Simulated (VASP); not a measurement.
# CdTe (F-43m) in VASP: further runs

CdTe is run at these levels: PBE, LDA, r2SCAN; tasks: single point.

All numbers are computed with VASP 6.6.1; they aren't measurements. Logs are shortened: lines on timing, memory, paths and dates and some standing lists are left out, and cuts for length are marked.

**The experiment to reproduce.**

From a printed reference work, data compilation, for a bulk crystal of CdTe at 0 K: band gap 1.607 eV.

How close the calculation comes is told below.

## Step 1: The cell of the first run

It takes space group F-43m (No. 216, cubic). The conventional cell has a = 6.560 Å, b = 6.560 Å, c = 6.560 Å, α = 90.00°, β = 90.00°, γ = 90.00°. Within 3.7 Å of Cd (site symmetry -43m) lie 4 Te at 2.84 Å. Te (site symmetry -43m) has 4 Cd at 2.84 Å within 3.7 Å.

## Step 2: Single point, PBE

Contents of INCAR:

```
ALGO = Normal
EDIFF = 1E-7
ENCUT = 520
GGA = PE
ISIF = 2
ISMEAR = 0
LASPH = T
LCHARG = T
LELF = T
LREAL = F
LVHAR = T
LWAVE = F
NBANDS = 16
NELM = 80
PREC = Accurate
SIGMA = 0.01
```

Contents of KPOINTS:

```
k-points
0
Gamma
  4 4 4
```

Contents of POSCAR:

```
CdTe
1.0
    0.0000000000      3.2799012449      3.2799012449
    3.2799012449      0.0000000000      3.2799012449
    3.2799012449      3.2799012449      0.0000000000
Cd Te
1 1
Direct
    0.0000000000      0.0000000000      0.0000000000
    0.2500000000      0.2500000000      0.2500000000
```

Potentials or basis: VASP PAW PBE potentials, release 64 (Cd, Te).

Run with:

```
$ cat potpaw_PBE.64/Cd/POTCAR potpaw_PBE.64/Te/POTCAR > POTCAR
$ mpirun -np 1 vasp_std > vasp.out
```

OUTCAR:

```text
EDIFF = 1E-7
   ENCUT = 520
   GGA = PE
   ISIF = 2
   ISMEAR = 0
   LASPH = T
   LREAL = F
   NELM = 80
   PREC = Accurate

 ion  position               nearest neighbor table
   1  0.000  0.000  0.000-   2 2.84   2 2.84   2 2.84   2 2.84
   2  0.250  0.250  0.250-   1 2.84   1 2.84   1 2.84   1 2.84

  LATTYP: Found a face centered cubic cell.
 ALAT       =     6.5598024898

  Lattice vectors:

 A1 = (   0.0000000000,   3.2799012449,   3.2799012449)
 A2 = (   3.2799012449,   0.0000000000,   3.2799012449)
 A3 = (   3.2799012449,   3.2799012449,   0.0000000000)

Analysis of symmetry for initial positions (statically):
=====================================================================
 Subroutine PRICEL returns:
 Original cell was already a primitive cell.

 Routine SETGRP: Setting up the symmetry group for a
 face centered cubic supercell.

 Subroutine GETGRP returns: Found 24 space group operations
 (whereof 24 operations were pure point group operations)
 out of a pool of 48 trial point group operations.

The static configuration has the point symmetry T_d .

Analysis of symmetry for dynamics (positions and initial velocities):
=====================================================================
 Subroutine PRICEL returns:
 Original cell was already a primitive cell.

 Routine SETGRP: Setting up the symmetry group for a
 face centered cubic supercell.

 Subroutine GETGRP returns: Found 24 space group operations
 (whereof 24 operations were pure point group operations)
 out of a pool of 48 trial point group operations.

The dynamic configuration has the point symmetry T_d .

 Subroutine INISYM returns: Found 24 space group operations
 (whereof 24 operations are pure point group operations),
 and found     1 'primitive' translations

----------------------------------------------------------------------------------------

                                     Primitive cell

  volume of cell :      70.5687

  direct lattice vectors                    reciprocal lattice vectors
     0.000000000  3.279901245  3.279901245    -0.152443614  0.152443614  0.152443614
     3.279901245  0.000000000  3.279901245     0.152443614 -0.152443614  0.152443614
     3.279901245  3.279901245  0.000000000     0.152443614  0.152443614 -0.152443614

  length of vectors
     4.638480824  4.638480824  4.638480824     0.264040085  0.264040085  0.264040085

  position of ions in fractional coordinates (direct lattice)
     0.000000000  0.000000000  0.000000000
     0.250000000  0.250000000  0.250000000

[... 60 lines left out ...]
   LREAL  =      F    real-space projection
   EDIFFG = 0.1E-05   stopping-criterion for IOM
   NSW    =      0    number of steps for IOM
   IBRION =     -1    ionic relax: 0-MD 1-quasi-New 2-CG
   NFREE  =      0    steps in history (QN), initial steepest desc. (CG)
   ISIF   =      2    stress and relaxation
   ISYM   =      2    0-nonsym 1-usesym 2-fastsym
   POTIM  = 0.5000    time-step for ionic-motion
   TEBEG  =    0.0;   TEEND  =   0.0 temperature during run
   PSTRESS=    0.0 pullay stress
   NELECT =      18.0000    total number of electrons
   NUPDOWN=      -1.0000    fix difference up-down
   EMIN   =  10.00;   EMAX   =-10.00  energy-range for DOS
   EFERMI =   0.00;   METHOD = LEGACY
   ISMEAR =     0;   SIGMA  =   0.01  broadening in eV -4-tet -1-fermi 0-gaus
   EFERMI_NEDOS =   21; number of points for ismear=-14 and -15
   IALGO  =     38    algorithm
   IMIX   =      4    mixing-type and parameters
     AMIX     =   0.40;   BMIX     =  1.00
     AMIX_MAG =   1.60;   BMIX_MAG =  1.00
  volume/ion in A,a.u.               =      35.28       238.11
  Fermi-wavevector in a.u.,A,eV,Ry     =   1.038233  1.961976 14.666102  1.077928
  Thomas-Fermi vector in A             =   2.172708
   LORBIT       =      0    0 simple, 1 ext, 2 COOP (PROOUT), +10 PAW based schemes
   GGA     = PE    functional components
   LHFCALC =     F    Hartree Fock is set to
   AEXX    =    0.0000 exact exchange contribution
   IVDW    =     0    specifies the selected vdW correction
   LEPSILON=     F    determine dielectric tensor
   LRPA    =     F    only Hartree local field effects (RPA)
 non-spin polarized calculation
 Gauss-broadening in eV      SIGMA  =   0.01
  energy-cutoff  :      520.00
  volume of cell :       70.57
 maximum number of plane-waves:      1924
 NGX is ok and might be reduce to    36
   NGX = 17   NGY = 17   NGZ = 17

 number of electron      18.0000006 magnetization

 Free energy of the ion-electron system (eV)
  ---------------------------------------------------
  ext. energy  EPLUGINS =         0.00000000
  ---------------------------------------------------
  free energy    TOTEN  =        -4.74593604 eV

  energy without entropy =       -4.74593604  energy(sigma->0) =       -4.74593604

 E-fermi :   2.1410     XC(G=0):  -8.4108

 val. band max:        2.0510777930   @ k =   0.0000   0.0000   0.0000
 cond. band min:       2.6992269966   @ k =   0.0000   0.0000   0.0000
 fundamental gap:      0.6481492036
 Fermi energy:         2.1409524151

 k-point     1 :       0.0000    0.0000    0.0000
  band No.  band energies     occupation
      1      -8.9159      2.00000
      2      -6.1490      2.00000
      3      -6.1490      2.00000
      4      -6.1490      2.00000
      5      -5.9168      2.00000
      6      -5.9168      2.00000
[... 129 lines left out ...]
      3      -6.0331      2.00000
      4      -5.9425      2.00000
      5      -5.9155      2.00000
      6      -5.3876      2.00000
[... 8 lines left out ...]
     15      12.9898      0.00000
     16      13.2211      0.00000

------------------------ aborting loop because EDIFF is reached ----------------------------------------

  FORCE on cell =-STRESS in cart. coord.  units (eV):
  Direction    XX          YY          ZZ          XY          YZ          ZX
  --------------------------------------------------------------------------------------
  -------------------------------------------------------------------------------------
  Total        0.5784836      0.5784836      0.5784836     -0.0000000      0.0000000      0.0000000
  in kB       13.1337671     13.1337671     13.1337671     -0.0000000      0.0000000      0.0000000
  external PRESSURE =      13.1337671 kB  Pullay stress =       0.0000000 kB

 VOLUME and BASIS-vectors are now :
 -----------------------------------------------------------------------------
  energy-cutoff  :      520.00
  volume of cell :       70.57
      direct lattice vectors                 reciprocal lattice vectors
     0.000000000  3.279901245  3.279901245    -0.152443614  0.152443614  0.152443614
     3.279901245  0.000000000  3.279901245     0.152443614 -0.152443614  0.152443614
     3.279901245  3.279901245  0.000000000     0.152443614  0.152443614 -0.152443614

 POSITION                                       TOTAL-FORCE (eV/Angst)
 -----------------------------------------------------------------------------------
      0.00000      0.00000      0.00000         0.000000      0.000000      0.000000
      1.63995      1.63995      1.63995        -0.000000     -0.000000     -0.000000
 -----------------------------------------------------------------------------------
    total drift:                               -0.000000     -0.000000     -0.000000

  FREE ENERGIE OF THE ION-ELECTRON SYSTEM (eV)
  ---------------------------------------------------
  free  energy   TOTEN  =        -4.7459360450 eV

  energy  without entropy=       -4.7459360450  energy(sigma->0) =       -4.74593604
```

Run time: 12 s. Hardware: 1 thread of AMD EPYC 7R13 (Zen 3), shared host; peak memory 0.17 GiB.

What came out:

* Free energy: -4.7459 eV
* Pressure: 1.3 GPa
* Band gap on the k mesh: 0.65 eV

Caveat: spin-orbit coupling is left out, which moves the levels of the heavy elements.

## Step 3: Single point, LDA

Contents of INCAR:

```
  PREC = Accurate
  ENCUT = 520
  EDIFF = 1E-7
  ISMEAR = 0
  SIGMA = 0.01
  LREAL = False
  LASPH = True
  NELM = 60
  ALGO = Normal
  ISIF = 2
  LWAVE = False
  LCHARG = False
  NBANDS = 16
```

Contents of KPOINTS:

```
Automatic mesh
0
Gamma
  4 4 4
```

POSCAR is that of step 2.

Potentials or basis: VASP PAW LDA potentials, release 64 (Cd, Te).

Run with:

```
$ cat potpaw_LDA.64/Cd/POTCAR potpaw_LDA.64/Te/POTCAR > POTCAR
$ mpirun -np 1 vasp_std > vasp.out
```

Run time: 8.4 s. Hardware: 1 thread of AMD EPYC 7R13 (Zen 3), shared host; peak memory 0.14 GiB.

It converged, with:

| Item | Value |
| --- | --- |
| Free energy | -5.9482 eV |
| Pressure | -2.3 GPa |
| Band gap on the k mesh | 0.42 eV |

Levels at points of the mesh, in eV from the valence-band top:
```csv
k point,band 6,band 7,band 8,band 9,band 10,band 11,band 12,band 13
"(0.00, 0.00, 0.00)",-7.97,0.00,0.00,0.00,0.42,4.50,4.50,4.50
"(0.50, 0.00, 0.00)",-7.65,-4.31,-0.74,-0.74,1.60,5.08,5.08,6.80
"(0.50, 0.50, 0.00)",-7.52,-4.22,-1.78,-1.78,2.49,2.53,8.43,8.78
```

Caveat: spin-orbit coupling is left out, which moves the levels of the heavy elements.

## Step 4: Single point, PBE

Contents of INCAR:

```
SYSTEM = CdTe
PREC = Accurate
ENCUT = 520
EDIFF = 1E-7
ISMEAR = 0
SIGMA = 0.01
LREAL = .False.
LASPH = .True.
NELM = 80
ALGO = Normal
ISIF = 2
LWAVE = .False.
LCHARG = .True.
GGA = PE
LELF = .True.
LVHAR = .True.
NBANDS = 16
```

Contents of KPOINTS:

```
regular mesh
0
Gamma
  4 4 4
  0 0 0
```

POSCAR is that of step 3.

Potentials or basis: VASP PAW PBE potentials, release 64 (Cd, Te).

Run with:

```
$ cat potpaw_PBE.64/Cd/POTCAR potpaw_PBE.64/Te/POTCAR > POTCAR
$ mpirun -np 1 vasp_std > vasp.out
```

It took 12 s on 1 thread of AMD EPYC 7R13 (Zen 3), shared host; peak memory 0.17 GiB.

The run converged. Its results:

```yaml
Free_energy: -4.7459 eV
Pressure: 1.3 GPa
Band_gap_on_the_k_mesh: 0.65 eV
```

Levels at points of the mesh, in eV from the valence-band top:
```csv
k point,band 6,band 7,band 8,band 9,band 10,band 11,band 12,band 13
"(0.00, 0.00, 0.00)",-7.97,0.00,0.00,0.00,0.65,4.61,4.61,4.61
"(0.50, 0.00, 0.00)",-7.64,-4.23,-0.73,-0.73,1.77,5.18,5.18,7.04
"(0.50, 0.50, 0.00)",-7.51,-4.15,-1.75,-1.75,2.66,2.67,8.65,8.93
```

Caveat: spin-orbit coupling is left out, which moves the levels of the heavy elements.

## Step 5: Single point, r2SCAN

POSCAR is that of step 4.

Contents of INCAR.step1:

```
SYSTEM = CdTe
PREC = Accurate ; ENCUT = 520
ISMEAR = 0 ; SIGMA = 0.01
LREAL = .False. ; LASPH = .True.
NELM = 60 ; NBANDS = 16
GGA = PE ; ALGO = Normal
EDIFF = 1E-4 ; LWAVE = .True.
LCHARG = .False.
```

Contents of INCAR.step2:

```
SYSTEM = CdTe
PREC = Accurate ; ENCUT = 520
EDIFF = 1E-6 ; ISMEAR = 0
SIGMA = 0.01 ; LREAL = .False.
LASPH = .True. ; NELM = 60
ALGO = Normal ; ISIF = 2
LWAVE = .False. ; LCHARG = .False.
METAGGA = R2SCAN ; LMIXTAU = .True.
NBANDS = 16 ; ISTART = 1
```

Contents of KPOINTS:

```
Automatic mesh
0
Gamma
  4 4 4
  0 0 0
```

Run with:

```
$ cat potpaw_PBE.64/Cd/POTCAR potpaw_PBE.64/Te/POTCAR > POTCAR
$ cp INCAR.step1 INCAR
$ mpirun -np 1 vasp_std > vasp.out
$ cp INCAR.step2 INCAR
$ mpirun -np 1 vasp_std > vasp.out
```

It took 38 s on 1 thread of AMD EPYC 7R13 (Zen 3), shared host; peak memory 0.19 GiB.

Results (log left out):

* Free energy: -46.5947 eV
* Pressure: 0.3 GPa
* Band gap on the k mesh: 1.15 eV

Levels at points of the mesh, in eV from the valence-band top:
```tsv
k point	band 5	band 6	band 7	band 8	band 9	band 10	band 11	band 12	band 13	band 14
(0.00, 0.00, 0.00)	-8.22	-8.22	0.00	0.00	0.00	1.15	5.04	5.04	5.04	7.85
(0.50, 0.00, 0.00)	-8.21	-7.87	-4.30	-0.74	-0.74	2.18	5.59	5.59	7.37	9.08
(0.50, 0.50, 0.00)	-8.19	-7.72	-4.18	-1.79	-1.79	2.94	2.98	9.25	9.62	9.62
```

Caveat: the PAW data sets were made with another functional, which shifts forces and pressure a little; spin-orbit coupling is left out, which moves the levels of the heavy elements.

## Step 6: Overview

| level | potentials or basis | gap on the mesh (eV) | pressure (GPa) |
| --- | --- | --- | --- |
| PBE | VASP PAW PBE potentials, release 64 (Cd, Te) | 0.65 | 1.3 |
| LDA | VASP PAW LDA potentials, release 64 (Cd, Te) | 0.42 | -2.3 |
| r2SCAN | VASP PAW PBE potentials, release 64 (Cd, Te) | 1.15 | 0.3 |

Alike in all rows: task single point; no spin polarisation; cell as given; k mesh 4 × 4 × 4; cutoff (eV) 520; smearing gaussian 0.01 eV.

Caveats: spin-orbit coupling is left out, which moves the levels of the heavy elements; the PAW data sets were made with another functional, which shifts forces and pressure a little (at least some runs).

Absolute energies hang on the potentials; compare differences alone.

## Step 7: Against experiment

Step 5. Measured gap of CdTe: 1.607 eV (0 K; a printed reference work, data compilation). This calculation gives 1.15 eV (-0.46 eV). Spin-orbit coupling on Cd, Te is left out. The value is that of r2SCAN, without temperature or zero-point motion.
